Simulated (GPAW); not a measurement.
Runs of GPAW 26.7.0 on CuO. It takes space group Pm-3m (No. 221, cubic). The conventional cell has a = 2.553 Å, b = 2.553 Å, c = 2.553 Å, α = 90.00°, β = 90.00°, γ = 90.00°. Around Cu (site symmetry m-3m) lie 8 O at 2.21 Å. Around O (site symmetry m-3m) lie 8 Cu at 2.21 Å. Measurements of this composition are mostly on another form, of space group No. 15.

```tsv
task	level	potentials or basis	spin	U	cell	k mesh	smearing	optimizer	fmax	max steps	eigensolver	gap on the mesh (eV)	pressure (GPa)	relaxed volume (Å³/atom)
relaxation of cell and atoms	PBEsol	PAW data sets generated in the run's folder for this functional, pw	off	-	relaxed	10 × 10 × 10	fermi-dirac 0.05 eV	BFGS	0.02 eV/Å	60	-	none	0.0	(b)
single point	PBE+U	GPAW PAW data sets (gpaw-data 1.2.1), pw	collinear, ferromagnetic start	Cu d U = 6 eV	as given	7 × 7 × 7	gaussian 0.05 eV	-	-	-	-	none	19.1	-
relaxation of cell and atoms	LDA	the program's PAW data sets (release 1.2.1) made for this functional, pw	off	-	relaxed	10 × 10 × 10	fermi-dirac 0.05 eV	BFGS	0.02 eV/Å	60	-	none	0.0	(a)
relaxation of cell and atoms	RPBE	the program's PAW data sets (release 1.2.1) made for this functional, pw	off	-	relaxed	10 × 10 × 10	fermi-dirac 0.05 eV	BFGS	0.02 eV/Å	60	-	none	0.0	9.54
relaxation of cell and atoms	BLYP	PAW data sets generated in the run's folder for this functional, pw	off	-	relaxed	10 × 10 × 10	fermi-dirac 0.05 eV	BFGS	0.02 eV/Å	60	davidson	none	0.0	9.61
```

Alike in all rows: cutoff (eV) 800.

Task: Estimate the missing entries.

Result: (a) 8.40; (b) 8.75.

Caveats: later steps reuse the first step's grids (some runs); an odd number of electrons without spin polarisation forces a metal (some runs); a magnetic or distorted state may lie lower (some runs); semilocal functionals often make such compounds metallic where correlation or magnetic order opens a gap, which also shifts bond lengths (some runs); the volume moved by over 15 % at a fixed basis, so the end points are rough (some runs).

A k mesh can miss the band edges.

A gap of «none» marks a metal or a gap under the smearing width.

Not every run made on this cell is shown here.
